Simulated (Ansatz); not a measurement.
Si started on a C site in zincblende SiC, 64 atoms, charge +1

Computed with Ansatz, DFT, PBEsol, PAW, plane waves.

Command:

```sh
ansatz run in.yaml --threads 7 --pin off --max-ram 13300MiB --runs-dir r --events-out ev --progress --plain
```

The input less its lattice and atoms (starting moments on atoms near the defect: 1 μB in all):

```yaml
crystal:
  symmetry: { detect: false }
kpoints:
  mp_grid: { grid: [1, 1, 1], shift: [0.25, 0.25, 0.25] }
hamiltonian:
  xc: pbesol
total_charge: 1
magnetization:
  spin_polarized: true
scf:
  occupations: { method: fermi_dirac, width: 0.01 }
relax:
  f_tol: 0.03
  max_steps: 80
  escape_saddle: false
  adjacent_minimum: "off"
output:
  forces: true
  eigenvalues: true
  populations: true
  charged_corrections: { epsilon: 9.7 }
```

Start:

```
Si C
1.0
     8.71371    0.00000    0.00000
     0.00000    8.71371    0.00000
     0.00000    0.00000    8.71371
Si C
33 31
Cartesian
  8.6769 0.0025 8.6969
  0.0341 0.0131 4.3449
  0.0012 4.3791 8.7045
  8.6744 4.3813 4.3364
  4.3564 0.0195 0.0111
  4.3400 8.7032 4.3634
  4.3668 4.3463 8.7119
  4.3615 4.3500 4.3259
  5.4303 5.4388 5.4523
  2.1812 2.1951 0.0264
  2.1506 2.1985 4.3781
  2.1829 6.5354 8.7028
  2.1866 6.5344 4.3706
  6.5261 2.1613 8.6798
  6.5493 2.1784 4.3811
  6.4971 6.5356 0.0048
  6.5041 6.4983 4.3366
  2.1277 0.0279 2.1667
  2.1592 0.0182 6.5716
  2.1616 4.3592 2.1402
  2.1993 4.3695 6.5393
  6.5352 0.0360 2.1746
  6.5797 8.7022 6.5288
  6.5105 4.3523 2.1227
  6.5417 4.3522 6.5195
  0.0395 2.1876 2.1888
  0.0007 2.1736 6.5299
  8.7077 6.5669 2.2000
  0.0014 6.5465 6.5344
  4.3933 2.1893 2.1950
  4.3421 2.1589 6.5798
  4.3553 6.5477 2.1883
  4.3859 6.5229 6.5179
  1.1211 1.0739 1.1097
  1.0999 1.1170 5.4651
  1.0814 5.4294 1.0695
  1.0891 5.4132 5.4435
  5.4414 1.0930 1.0871
  5.4386 1.0930 5.4664
  5.4686 5.4782 1.0845
  3.2860 3.2666 1.1073
  3.2387 3.2342 5.4398
  3.2576 7.6259 1.1206
  3.2690 7.6276 5.4519
  7.6497 3.2532 1.0562
  7.6163 3.3063 5.4518
  7.5859 7.6071 1.1152
  7.6428 7.5952 5.4200
  3.2708 1.1303 3.2638
  3.2948 1.0674 7.6165
  3.2617 5.4233 3.2793
  3.2706 5.4665 7.6094
  7.6840 1.0961 3.2689
  7.6575 1.0506 7.6200
  7.6094 5.4422 3.2673
  7.6531 5.4771 7.6353
  1.0855 3.2611 3.2649
  1.1140 3.2468 7.6620
  1.0848 7.6397 3.2576
  1.0991 7.6288 7.6001
  5.4681 3.2896 3.2351
  5.4532 3.2941 7.6125
  5.4522 7.6032 3.2727
  5.4675 7.6472 7.6950
```

Steps:

| step | energy less the first (eV) | largest force component (eV/Å) |
| --- | --- | --- |
| start | 0.000 | 8.186 |
| 1 | -5.671 | 2.610 |
| 2 | -6.767 | 0.475 |
| 3 | -6.810 | 0.058 |
| 4 | -6.811 | 0.019 |

A structure on the way, about -6.77 eV from the start:

```
Si C
1.0
     8.71371    0.00000    0.00000
     0.00000    8.71371    0.00000
     0.00000    0.00000    8.71371
Si C
33 31
Direct
  0.00053 0.00059 0.00014
  0.00352 0.00382 0.49908
  0.00375 0.49913 0.00313
  0.00215 0.49927 0.50007
  0.49928 0.00337 0.00372
  0.49942 0.00274 0.49968
  0.50005 0.49996 0.00116
  0.47933 0.47977 0.47937
  0.62349 0.62196 0.62546
  0.25010 0.25003 0.00041
  0.24676 0.24669 0.49859
  0.24674 0.75237 0.00324
  0.24931 0.74986 0.49951
  0.75170 0.24649 0.00347
  0.75044 0.24925 0.49950
  0.75062 0.75045 0.00118
  0.77042 0.77194 0.48021
  0.25035 0.00064 0.25009
  0.24668 0.00436 0.75095
  0.24684 0.49926 0.24678
  0.24915 0.49939 0.74933
  0.75152 0.00394 0.24662
  0.75045 0.00188 0.75031
  0.74984 0.49917 0.24841
  0.77176 0.48073 0.76992
  0.00065 0.25012 0.24960
  0.00434 0.24669 0.75123
  0.00371 0.75247 0.24677
  0.00174 0.75015 0.75020
  0.49904 0.24722 0.24684
  0.49979 0.24895 0.74959
  0.49941 0.74984 0.24885
  0.48070 0.77286 0.76949
  0.12512 0.12496 0.12512
  0.12524 0.12529 0.62497
  0.12511 0.62502 0.12507
  0.12540 0.62537 0.62512
  0.62506 0.12525 0.12539
  0.62573 0.12538 0.62500
  0.62520 0.62527 0.12503
  0.37461 0.37475 0.12472
  0.36922 0.36887 0.62530
  0.37463 0.87586 0.12543
  0.36915 0.88174 0.62466
  0.87592 0.37444 0.12499
  0.88185 0.36844 0.62507
  0.87569 0.87610 0.12501
  0.88062 0.88095 0.62578
  0.37448 0.12529 0.37438
  0.37489 0.12551 0.87611
  0.36902 0.62544 0.36874
  0.37019 0.62480 0.87994
  0.87580 0.12560 0.37472
  0.87616 0.12493 0.87560
  0.88019 0.62423 0.37018
  0.88171 0.62588 0.88142
  0.12496 0.37454 0.37402
  0.12603 0.37474 0.87590
  0.12556 0.87595 0.37502
  0.12493 0.87621 0.87576
  0.62552 0.36912 0.36921
  0.62511 0.36906 0.88114
  0.62425 0.88105 0.36985
  0.62603 0.88167 0.88096
```

End:

```
Si C
1.0
     8.71371    0.00000    0.00000
     0.00000    8.71371    0.00000
     0.00000    0.00000    8.71371
Si C
33 31
Cartesian
  0.0040 0.0035 0.0023
  0.0281 0.0291 4.3532
  0.0248 4.3511 0.0218
  0.0161 4.3491 4.3620
  4.3530 0.0277 0.0237
  4.3495 0.0241 4.3554
  4.3630 4.3555 0.0060
  4.1923 4.1937 4.1871
  5.4330 5.4167 5.4562
  2.1790 2.1794 0.0004
  2.1517 2.1532 4.3498
  2.1584 6.5518 0.0205
  2.1725 6.5358 4.3525
  6.5471 2.1541 0.0252
  6.5383 2.1741 4.3546
  6.5395 6.5353 0.0071
  6.7027 6.7271 4.2041
  2.1774 0.0043 2.1754
  2.1519 0.0324 6.5387
  2.1566 4.3499 2.1533
  2.1718 4.3517 6.5294
  6.5459 0.0284 2.1538
  6.5391 0.0220 6.5419
  6.5288 4.3490 2.1668
  6.7157 4.2000 6.6875
  0.0034 2.1785 2.1764
  0.0320 2.1513 6.5393
  0.0240 6.5518 2.1567
  0.0157 6.5347 6.5419
  4.3505 2.1558 2.1511
  4.3549 2.1734 6.5343
  4.3502 6.5309 2.1671
  4.2062 6.7346 6.6802
  1.0919 1.0907 1.0911
  1.0914 1.0890 5.4472
  1.0903 5.4437 1.0914
  1.0939 5.4499 5.4473
  5.4463 1.0884 1.0926
  5.4500 1.0955 5.4474
  5.4496 5.4498 1.0893
  3.2674 3.2680 1.0853
  3.2191 3.2181 5.4481
  3.2683 7.6315 1.0915
  3.2178 7.6850 5.4381
  7.6325 3.2669 1.0939
  7.6870 3.2117 5.4439
  7.6285 7.6291 1.0919
  7.6710 7.6727 5.4616
  3.2629 1.0936 3.2604
  3.2670 1.0932 7.6297
  3.2175 5.4502 3.2159
  3.2393 5.4419 7.6547
  7.6311 1.0907 3.2668
  7.6365 1.0913 7.6336
  7.6527 5.4360 3.2450
  7.6811 5.4549 7.6770
  1.0903 3.2657 3.2627
  1.0961 3.2664 7.6302
  1.0910 7.6308 3.2675
  1.0926 7.6329 7.6296
  5.4503 3.2175 3.2165
  5.4467 3.2209 7.6721
  5.4350 7.6669 3.2338
  5.4593 7.6795 7.6736
```

The calculation finished and met its thresholds.

Time: 44 s of wall time on 7 threads of a Neoverse-V2 processor, on a host shared with other runs; peak host memory 1.8 GiB.

Q: How much energy did the relaxation gain, and which atom moved most?

A: 6.81 eV in 4 steps, from a start with small random displacements; atom 17 (Si) moved 0.33 Å, the median atom 0.04 Å (drift of the whole cell removed).

The moment started at 1 μB and ended at 1.0 μB; no other spin state is shown. The one k point has no symmetry partners, which can distort the end along one axis.
